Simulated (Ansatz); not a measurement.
SnO, 4 atoms in the cell. It takes space group P4/nmm (No. 129, tetragonal). The conventional cell has a = 3.814 Å, b = 3.814 Å, c = 4.887 Å, α = 90.00°, β = 90.00°, γ = 90.00°. Around Sn (site symmetry 4mm) lie 4 O at 2.23 Å. O (site symmetry -4m2) is surrounded by 4 Sn at 2.23 Å. The cell is a database's computed one.

| Property | Result |
| --- | --- |
| Program | Ansatz 0.2.0 |
| Task | dielectric tensor |
| Functional | PBE |
| Potentials or basis | all-electron PAW datasets made for the crystal |
| Cutoff | 400 eV (chosen from the basis error) |
| k mesh | 7 × 7 × 6 |
| Occupations | fixed |
| Spin | no spin polarisation |

Potentials or basis: all-electron PAW datasets made for the crystal.

The run is started by

```bash
$ ansatz run input.yaml --threads 2 --pin off --max-ram 6144MiB --backend cpu --events-out ev --progress --plain --runs-dir out
```

Hardware: 2 threads of Intel(R) Xeon(R) Platinum 8259CL CPU @ 2.50GHz (Skylake/Cascade Lake) (shared host).

Q: Estimate the wall time of this run.

A: Run time: 4.7 min on 2 threads of Intel(R) Xeon(R) Platinum 8259CL CPU @ 2.50GHz (Skylake/Cascade Lake), on a shared host, peak memory 2.5 GiB. Counts: scf iterations 12, plane waves 1255, k points 88, bands 24.
